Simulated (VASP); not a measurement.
# Hf (Fm-3m) in VASP: a series of runs

One crystal, Hf, is run at these levels: PBEsol, r2SCAN; tasks: phonons.

Program: VASP 6.6.1. These are calculated values, not measurements. Logs are shortened: lines on timing, memory, paths and dates and some standing lists are left out, and cuts for length are marked.

## (1) The structure

Symmetry: Fm-3m, No. 225, cubic system. The conventional cell has a = 4.440 Å, b = 4.440 Å, c = 4.440 Å, α = 90.00°, β = 90.00°, γ = 90.00°. Hf (site symmetry m-3m) has 12 Hf at 3.14 Å as nearest neighbours.

This isn't the form of Hf at room conditions, which is hcp.

## (2) Phonons, PBEsol

POSCAR

```
Hf
1.0
    0.0000000000      2.2200000000      2.2200000000
    2.2200000000      0.0000000000      2.2200000000
    2.2200000000      2.2200000000      0.0000000000
Hf
1
Cartesian
    0.0000000000      0.0000000000      0.0000000000
```

INCAR.step1

```
SYSTEM = Hf
PREC     = Accurate       ! precision mode
ENCUT    = 600            ! plane-wave cutoff, eV
EDIFF    = 1E-8           ! SCF threshold, eV
ISMEAR   = -1             ! smearing method
SIGMA    = 0.05           ! smearing width, eV
LREAL    = .FALSE.        ! projectors in reciprocal space
LASPH    = .TRUE.         ! aspherical terms in the spheres
NELM     = 80             ! most SCF steps
ALGO     = Fast           ! electronic algorithm
ISIF     = 3              ! what is computed and relaxed
LWAVE    = .FALSE.        ! write WAVECAR
LCHARG   = .FALSE.        ! write CHGCAR
GGA      = PS             ! functional
IBRION   = 2              ! ionic algorithm
NSW      = 40             ! ionic steps
EDIFFG   = -0.002         ! ionic threshold
```

INCAR.step2

```
SYSTEM = Hf
PREC     = Accurate       ! precision mode
ENCUT    = 600            ! plane-wave cutoff, eV
EDIFF    = 1E-8           ! SCF threshold, eV
ISMEAR   = -1             ! smearing method
SIGMA    = 0.05           ! smearing width, eV
LREAL    = .FALSE.        ! projectors in reciprocal space
LASPH    = .TRUE.         ! aspherical terms in the spheres
NELM     = 80             ! most SCF steps
ALGO     = Fast           ! electronic algorithm
ISIF     = 2              ! what is computed and relaxed
LWAVE    = .FALSE.        ! write WAVECAR
LCHARG   = .FALSE.        ! write CHGCAR
GGA      = PS             ! functional
IBRION   = 6              ! ionic algorithm
NFREE    = 2            
POTIM    = 0.015          ! step
NSW      = 1              ! ionic steps
```

KPOINTS

```
regular mesh
0
G
  7 7 7
  0 0 0
```

Potentials or basis: VASP PAW PBE potentials, release 64 (Hf_pv).

The run is started by

```bash
cat potpaw_PBE.64/Hf_pv/POTCAR > POTCAR
cp INCAR.step1 INCAR
mpirun -np 1 vasp_std > vasp.out
cp CONTCAR POSCAR
cp INCAR.step2 INCAR
mpirun -np 1 vasp_std > vasp.out
```

OUTCAR:

```text
SYSTEM = Hf
   PREC = Accurate
   ENCUT = 600
   EDIFF = 1E-8
   ISMEAR = -1
   LREAL = .FALSE.
   LASPH = .TRUE.
   NELM = 80
   ISIF = 2
   GGA = PS
   IBRION = 6
   NFREE = 2
   POTIM = 0.015
   NSW = 1

 ion  position               nearest neighbor table
   1  0.000  0.000  0.000-

  LATTYP: Found a face centered cubic cell.
 ALAT       =     4.4187607443

  Lattice vectors:

 A1 = (   0.0000000000,   2.2093803722,   2.2093803722)
 A2 = (   2.2093803722,   0.0000000000,   2.2093803722)
 A3 = (   2.2093803722,   2.2093803722,   0.0000000000)

Analysis of symmetry for initial positions (statically):
=====================================================================
 Subroutine PRICEL returns:
 Original cell was already a primitive cell.

 Routine SETGRP: Setting up the symmetry group for a
 face centered cubic supercell.

 Subroutine GETGRP returns: Found 48 space group operations
 (whereof 48 operations were pure point group operations)
 out of a pool of 48 trial point group operations.

The static configuration has the point symmetry O_h .

Analysis of symmetry for dynamics (positions and initial velocities):
=====================================================================
 Subroutine PRICEL returns:
 Original cell was already a primitive cell.

 Routine SETGRP: Setting up the symmetry group for a
 face centered cubic supercell.

 Subroutine GETGRP returns: Found 48 space group operations
 (whereof 48 operations were pure point group operations)
 out of a pool of 48 trial point group operations.

The dynamic configuration has the point symmetry O_h .

 Subroutine INISYM returns: Found 48 space group operations
 (whereof 48 operations are pure point group operations),
 and found     1 'primitive' translations

----------------------------------------------------------------------------------------

                                     Primitive cell

  volume of cell :      21.5696

  direct lattice vectors                    reciprocal lattice vectors
     0.000000000  2.209380372  2.209380372    -0.226307795  0.226307795  0.226307795
     2.209380372  0.000000000  2.209380372     0.226307795 -0.226307795  0.226307795
     2.209380372  2.209380372  0.000000000     0.226307795  0.226307795 -0.226307795

  length of vectors
     3.124535687  3.124535687  3.124535687     0.391976599  0.391976599  0.391976599

  position of ions in fractional coordinates (direct lattice)
     0.000000000  0.000000000  0.000000000

  ion indices of the primitive-cell ions
   primitive index   ion index
                 1           1

----------------------------------------------------------------------------------------

 KPOINTS: regular mesh

Automatic generation of k-mesh.
 Grid dimensions read from file:
 generate k-points for:    7    7    7

 Generating k-lattice:

  Cartesian coordinates                     Fractional coordinates (reciprocal lattice)
    -0.032329685  0.032329685  0.032329685     0.142857143  0.000000000  0.000000000
     0.032329685 -0.032329685  0.032329685     0.000000000  0.142857143  0.000000000
     0.032329685  0.032329685 -0.032329685     0.000000000  0.000000000  0.142857143

  Length of vectors
     0.055996657  0.055996657  0.055996657

  Shift w.r.t. Gamma in fractional coordinates (k-lattice)
     0.000000000  0.000000000  0.000000000

 Subroutine IBZKPT returns following result:
 ===========================================

 Found     20 irreducible k-points:

 Following reciprocal coordinates:
            Coordinates               Weight
  0.000000  0.000000  0.000000      1.000000
  0.142857  0.000000  0.000000      8.000000
  0.285714  0.000000  0.000000      8.000000
  0.428571  0.000000  0.000000      8.000000
  0.142857  0.142857  0.000000      6.000000
  0.285714  0.142857  0.000000     24.000000
[... 12 lines left out ...]
 -0.428571  0.428571  0.142857     24.000000
 -0.285714  0.428571  0.142857     24.000000
   k-points           NKPTS =     20   k-points in BZ     NKDIM =     20   number of bands    NBANDS=      9
   number of dos      NEDOS =    301   number of ions     NIONS =      1
   total plane-waves  NPLWV =  21952
   dimension x,y,z NGX =    28 NGY =   28 NGZ =   28
   dimension x,y,z NGXF=    56 NGYF=   56 NGZF=   56
   ions per type =               1
   NGX,Y,Z   is equivalent  to a cutoff of  14.90, 14.90, 14.90 a.u.
   NGXF,Y,Z  is equivalent  to a cutoff of  29.80, 29.80, 29.80 a.u.
 SYSTEM =  Hf
   PREC   = accura    normal or accurate (medium, high low for compatibility)
   ISTART =      0    job   : 0-new  1-cont  2-samecut
   ICHARG =      2    charge: 1-file 2-atom 10-const
   ISPIN  =      1    spin polarized calculation?
   LNONCOLLINEAR =      F non collinear calculations
   LSORBIT =      F    spin-orbit coupling
   LASPH  =      T    aspherical Exc in radial PAW
   ENCUT  =  600.0 eV  44.10 Ry    6.64 a.u.   6.24  6.24  6.24*2*pi/ulx,y,z
   NELM   =     80;   NELMIN=  2; NELMDL=  0     # of ELM steps
   EDIFF  = 0.1E-07   stopping-criterion for ELM
   LREAL  =      F    real-space projection
   EDIFFG = 0.1E-06   stopping-criterion for IOM
   NSW    =     49    number of steps for IOM
   IBRION =      6    ionic relax: 0-MD 1-quasi-New 2-CG
   NFREE  =      2    steps in history (QN), initial steepest desc. (CG)
   ISIF   =      2    stress and relaxation
   ISYM   =      2    0-nonsym 1-usesym 2-fastsym
   POTIM  = 0.0150    time-step for ionic-motion
   TEBEG  =    0.0;   TEEND  =   0.0 temperature during run
   PSTRESS=    0.0 pullay stress
   NELECT =      10.0000    total number of electrons
   NUPDOWN=      -1.0000    fix difference up-down
   EMIN   =  10.00;   EMAX   =-10.00  energy-range for DOS
   EFERMI =   0.00;   METHOD = LEGACY
   ISMEAR =    -1;   SIGMA  =   0.05  broadening in eV -4-tet -1-fermi 0-gaus
   EFERMI_NEDOS =   21; number of points for ismear=-14 and -15
   IALGO  =     68    algorithm
   IMIX   =      4    mixing-type and parameters
     AMIX     =   0.40;   BMIX     =  1.00
     AMIX_MAG =   1.60;   BMIX_MAG =  1.00
  volume/ion in A,a.u.               =      21.57       145.56
  Fermi-wavevector in a.u.,A,eV,Ry     =   1.267052  2.394381 21.843066  1.605420
  Thomas-Fermi vector in A             =   2.400220
   LORBIT       =      0    0 simple, 1 ext, 2 COOP (PROOUT), +10 PAW based schemes
   GGA     = PS    functional components
   LHFCALC =     F    Hartree Fock is set to
   AEXX    =    0.0000 exact exchange contribution
   IVDW    =     0    specifies the selected vdW correction
   LEPSILON=     F    determine dielectric tensor
   LRPA    =     F    only Hartree local field effects (RPA)
 finite differences with symmetry
 non-spin polarized calculation
 RMM-DIIS sequential band-by-band and
  energy-cutoff  :      600.00
  volume of cell :       21.57
 maximum number of plane-waves:       726
 NGX is ok and might be reduce to    28
   NGX = 13   NGY = 13   NGZ = 13

--------------------------------------- Ionic step        1  -------------------------------------------

 number of electron      10.0000000 magnetization

 number of electron       9.9999999 magnetization

 Free energy of the ion-electron system (eV)
  ---------------------------------------------------
  ext. energy  EPLUGINS =         0.00000000
  ---------------------------------------------------
  free energy    TOTEN  =       -10.43022064 eV

  energy without entropy =      -10.41374543  energy(sigma->0) =      -10.42198303

------------------------ aborting loop because EDIFF is reached ----------------------------------------

  FORCE on cell =-STRESS in cart. coord.  units (eV):
  Direction    XX          YY          ZZ          XY          YZ          ZX
  --------------------------------------------------------------------------------------
  -------------------------------------------------------------------------------------
  Total       -0.0000331     -0.0000331     -0.0000331      0.0000000     -0.0000000      0.0000000
  in kB       -0.0024571     -0.0024571     -0.0024571      0.0000000     -0.0000000      0.0000000
  external PRESSURE =      -0.0024571 kB  Pullay stress =       0.0000000 kB
[... 55 lines left out ...]
  energy  without entropy=      -10.4137460562  energy(sigma->0) =      -10.42198365

--------------------------------------- Ionic step        3  -------------------------------------------

 number of electron      10.0000000 magnetization

 Free energy of the ion-electron system (eV)
  ---------------------------------------------------
  ext. energy  EPLUGINS =         0.00000000
  ---------------------------------------------------
  free energy    TOTEN  =       -10.43022124 eV

  energy without entropy =      -10.41374603  energy(sigma->0) =      -10.42198363

 E-fermi :   4.8150     XC(G=0): -11.5627

 val. band max:        4.8107579563   @ k =  -0.4286   0.2857   0.1429
 cond. band min:       4.8355118350   @ k =   0.2857   0.0000   0.0000
 fundamental gap:      0.0247538787
 Fermi energy:         4.8149930359

 k-point     1 :       0.0000    0.0000    0.0000
  band No.  band energies     occupation
      1     -25.0046      2.00000
      2     -25.0046      2.00000
      3     -25.0046      2.00000
      4      -2.5056      2.00000
      5       6.2322      0.00000
      6       6.2322      0.00000
      7       6.2322      0.00000
      8       9.1514      0.00000
      9       9.1514      0.00000
[... 254 lines left out ...]
  FREE ENERGIE OF THE ION-ELECTRON SYSTEM (eV)
  ---------------------------------------------------
  free  energy   TOTEN  =       -10.4302212419 eV

  energy  without entropy=      -10.4137460274  energy(sigma->0) =      -10.42198363

 INTERNAL STRAIN TENSORS FROM DISPLACED ATOMS
 ============================================

 INTERNAL STRAIN TENSOR FOR ION    1 for displacements in x,y,z  (eV/Angst):
          X           Y           Z          XY          YZ          ZX
  --------------------------------------------------------------------------------
  x     0.00000     0.00000     0.00000     0.00000     0.00000     0.00000
  y     0.00000     0.00000     0.00000     0.00000     0.00000     0.00000
  z     0.00000     0.00000     0.00000     0.00000     0.00000     0.00000

 Eigenvectors and eigenvalues of the dynamical matrix
 ----------------------------------------------------

   1 f  =    0.000000 THz     0.000000 2PiTHz    0.000000 cm-1     0.000000 meV
             X         Y         Z           dx          dy          dz
      0.000000  0.000000  0.000000    -0.401465   -0.915874    0.000000

   2 f  =    0.000000 THz     0.000000 2PiTHz    0.000000 cm-1     0.000000 meV
             X         Y         Z           dx          dy          dz
      0.000000  0.000000  0.000000     0.000000    0.000000    1.000000

   3 f  =    0.000000 THz     0.000000 2PiTHz    0.000000 cm-1     0.000000 meV
             X         Y         Z           dx          dy          dz
      0.000000  0.000000  0.000000    -0.915874    0.401465    0.000000

 ELASTIC MODULI CONTR FROM IONIC RELAXATION (kBar)
 Direction    XX          YY          ZZ          XY          YZ          ZX
 --------------------------------------------------------------------------------
 XX           0.0000      0.0000      0.0000      0.0000      0.0000      0.0000
 YY           0.0000      0.0000      0.0000      0.0000      0.0000      0.0000
 ZZ           0.0000      0.0000      0.0000      0.0000      0.0000      0.0000
 XY           0.0000      0.0000      0.0000      0.0000      0.0000      0.0000
 YZ           0.0000      0.0000      0.0000      0.0000      0.0000      0.0000
 ZX           0.0000      0.0000      0.0000      0.0000      0.0000      0.0000
 --------------------------------------------------------------------------------
```

Wall time 36 s (1 thread of Intel Xeon 6975P-C (Granite Rapids), shared host); peak memory 0.16 GiB.

What came out:

- Relaxed volume: 21.57 Å³/atom
- Relaxed cell: a = 3.125 Å, b = 3.125 Å, c = 3.125 Å, α = 60.00°, β = 60.00°, γ = 60.00°
- Space group after relaxing (to 0.05 Å): Fm-3m (No. 225)

The path:
```csv
step,energy change (eV),largest force (eV/Å),pressure (GPa),volume (Å³)
1,0.0000,0.0000,-1.59,21.88
2,0.0007,0.0000,2.01,21.20
3,-0.0016,0.0000,0.00,21.57
```

Final structure:
```
CELL_PARAMETERS angstrom
0.00000 2.20938 2.20938
2.20938 0.00000 2.20938
2.20938 2.20938 0.00000
ATOMIC_POSITIONS crystal
Hf 0.00000 0.00000 0.00000
```

Caveat: the PAW data sets were made with another functional, which shifts forces and pressure a little. The run has no spin-orbit coupling, so splittings on Hf are missing.

(Continued in part 2 of 2.)
